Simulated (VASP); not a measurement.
# SnO₂: Mössbauer parameters

SnO₂, P4_2/mnm (no. 136), 6 atoms in the cell. PBE, Moessbauer parameters; PAW potentials Sn_d, O (PBE set).

## Input

INCAR:
```
SYSTEM = SnO2
GGA = PE
PREC = Accurate
ENCUT = 950
EDIFF = 1E-7
LREAL = .False.
LASPH = .True.
ALGO = Normal
NELM = 120
LWAVE = .False.
LCHARG = .False.
ISMEAR = 0
SIGMA = 0.02
KPAR = 4
LEFG = .True.
QUAD_EFG = -132 -25.58
```

KPOINTS:
```
k-points
0
Gamma
  5 5 8
```

POSCAR:
```
SnO2
1.0
    4.7380000000      0.0000000000      0.0000000000
    0.0000000000      4.7380000000      0.0000000000
    0.0000000000      0.0000000000      3.1865000000
Sn O
2 4
Direct
    0.5000000000      0.5000000000      0.5000000000
    0.0000000000      0.0000000000      0.0000000000
    0.8071000000      0.1929000000      0.5000000000
    0.6929000000      0.6929000000      0.0000000000
    0.1929000000      0.8071000000      0.5000000000
    0.3071000000      0.3071000000      0.0000000000
```

Commands:
```
cat potpaw_PBE.64/Sn_d/POTCAR potpaw_PBE.64/O/POTCAR > POTCAR
mpirun -np 4 vasp_std > vasp.out
```

## Result

Resonant nuclei:

| Atoms | Quadrupole splitting (mm/s) |
|---|---|
| Sn1, Sn2 | 0.54 |

Isotopes: Sn-119, excited state, O-17.

VASP 6.6.1 took 33 s on 4 cores (AMD EPYC 7R13 (Zen 3)), a shared host.
